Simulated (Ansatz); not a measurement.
## CuI, space group P-3m1: a calculation of the dielectric tensor and Born charges, step by step

Computed with the Ansatz DFT code, driven from Python.

Run as a notebook:

```python
import ansatz as az
import numpy as np
```

```python
system = (
    az.Lattice.from_parameters(4.128618, 4.128618, 7.478106, alpha=90.0, beta=90.0, gamma=120.0)
    .atom("Cu", (2 / 3, 1 / 3, 0.589952))
    .atom("Cu", (1 / 3, 2 / 3, 0.410048))
    .atom("I", (1 / 3, 2 / 3, 0.754748))
    .atom("I", (2 / 3, 1 / 3, 0.245252))
)
```

```python
# an insulator: whole occupations
setup = (
    system.calculation()
    .functional("pbesol")
    .kpoints(6, 6, 4)
    .occupations("fixed")
    .dielectric()
)
result = setup.run(threads=1, pin="off")
response = result.dielectric
eps = np.asarray(response.eps_inf)

values = np.linalg.eigvalsh(eps)
print("principal values of eps_inf:", np.round(values, 3))
print("refractive indices:", np.round(np.sqrt(values), 3))
for site, z in zip(result.lattice.sites, response.zstar_e):
    print(f"{site.symbol:2s} Z* trace/3 = {np.trace(z) / 3:+.3f} e")
print(f"charge neutrality missed by {response.zstar_sum_residual_pre_e:.4f} e before the sum rule")
```

    DeckWarning: basis.ecutwfc = 420 eV, auto-derived from the records' recommended cutoffs: set by Cu (normal level)
    principal values of eps_inf: [4.852 5.953 5.953]
    refractive indices: [2.203 2.44  2.44 ]
    Cu Z* trace/3 = +0.915 e
    Cu Z* trace/3 = +0.915 e
    I  Z* trace/3 = -0.915 e
    I  Z* trace/3 = -0.915 e
    charge neutrality missed by 0.0009 e before the sum rule

With fixed filling the reported Fermi level is the top filled level among the k-points of the SCF. Averages over directions belong to no single polarisation, least of all in layered crystals. Pressure is positive in compression. Without a Hubbard U or exact exchange, semilocal functionals often make such 3d compounds metallic or too weakly gapped. The structure comes from a database of computed cells and needn't be a stable or known phase. Warnings are shown shortened and without file and line. This is the electronic (clamped-ion) response; a semilocal gap that is too small tends to raise it. The typed mesh is that of the SCF; the response is solved on denser meshes that the run picks. Wall time of the script: 4.9 min on 1 thread of Intel(R) Xeon(R) Processor @ 2.30GHz (shared host), peak memory 2.1 GiB.
